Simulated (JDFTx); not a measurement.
# LiCl: changing the functional

It takes space group Fm-3m (No. 225, cubic). Conventional cell: a = 5.130 Å, b = 5.130 Å, c = 5.130 Å, α = 90.00°, β = 90.00°, γ = 90.00°. Around Cl (site symmetry m-3m) lie 6 Li at 2.56 Å. Li (site symmetry m-3m) has 6 Cl at 2.56 Å as nearest neighbours.

Kept alike: task band structure; k mesh 7 × 7 × 7; occupations fermi-dirac, width 0.05 eV; no spin polarisation. Program: JDFTx, SG15-PBE-1.2 with smoothed tails, cutoff 1088 eV. The mesh is that of the run's cell of 2 atoms. No spin-orbit coupling.

| run | band gap (eV) |
| --- | --- |
| A | 6.093 |
| B | 5.924 |
| C | 7.136 |

Gaps are the smaller of the mesh's and the band path's. All rows use potentials made for PBE.

Q: The runs differ in the functional alone: LDA; PBEsol; r2SCAN. Which run is which?

A: Run A is PBEsol; run B is LDA; run C is r2SCAN. The band gap runs from 5.924 (LDA) to 7.136 eV (r2SCAN).
